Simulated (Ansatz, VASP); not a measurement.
MoH4 in VASP and in Ansatz

File INCAR:

```
SYSTEM = MoH4
  PREC = Accurate
  ENCUT = 520
  EDIFF = 1E-7
  ISMEAR = 0
  SIGMA = 0.1
  LREAL = .FALSE.
  LASPH = .TRUE.
  NELM = 60
  ALGO = Normal
  ISIF = 2
  LWAVE = .FALSE.
  LCHARG = .FALSE.
  GGA = PE
  NBANDS = 17
```

File KPOINTS:

```
regular mesh
0
G
  6 6 6
  0 0 0
```

Contents of POSCAR:

```
MoH4
1.0
   -2.5371941600      2.5371941600      2.5371941600
    2.5371941600     -2.5371941600      2.5371941600
    2.5371941600      2.5371941600     -2.5371941600
H Mo
4 1
Direct
    0.0000000000      0.0000000000      0.7463128600
    0.7463128600      0.0000000000      0.0000000000
    0.0000000000      0.7463128600      0.0000000000
    0.2536871400      0.2536871400      0.2536871400
    0.0000000000      0.0000000000      0.0000000000
```

Input for Ansatz:

```yaml
crystal:
  lattice:
    - [-2.53719416, 2.53719416, 2.53719416]
    - [2.53719416, -2.53719416, 2.53719416]
    - [2.53719416, 2.53719416, -2.53719416]
  atoms:
    - { symbol: H, position: [0.0, 0.0, 0.74631286] }
    - { symbol: H, position: [0.74631286, 0.0, 0.0] }
    - { symbol: H, position: [0.0, 0.74631286, 0.0] }
    - { symbol: H, position: [0.25368714, 0.25368714, 0.25368714] }
    - { symbol: Mo, position: [0.0, 0.0, 0.0] }
basis:
  ecutwfc: 420
kpoints:
  mp_grid: { grid: [6, 6, 6] }
hamiltonian:
  xc: pbe
scf:
  occupations: { method: gaussian, width: 0.1 }
  lower_state_search: "off"
output:
  forces: true
  stress: true
  eigenvalues: true
```

Change from the starting cell: species swapped into the H4C type (I-43m, No. 217).

Alike in both runs: task single point; functional PBE; k mesh 6 × 6 × 6; occupations gaussian, width 0.1 eV; no spin polarisation.

|  | VASP | Ansatz |
| --- | --- | --- |
| version | VASP 6.6.1 | Ansatz 0.2.0 |
| potentials or method | VASP PAW PBE potentials, release 64 (H, Mo_sv) | scalar-relativistic, plane waves, PAW |
| plane-wave cutoff (eV) | 520 | 420 |
| valence electrons in the cell | 18 | 18 |

|  | VASP | Ansatz | Ansatz less VASP |
| --- | --- | --- | --- |
| gap on the k mesh at the Fermi level (eV) | none | none | - |
| rms of the force components (eV/Å) | 14.087 | 13.875 | -0.2119 |

Atom by atom the forces differ by 0.212 eV/Å (rms over components). A gap of «none» marks a metal or a gap that the smearing closes. The functional is the same, so the differences come from potentials, cutoffs and numerics.

Caveats: forces of over 1 eV/Å show positions far from the minimum, so gaps and moduli don't describe the material at rest.
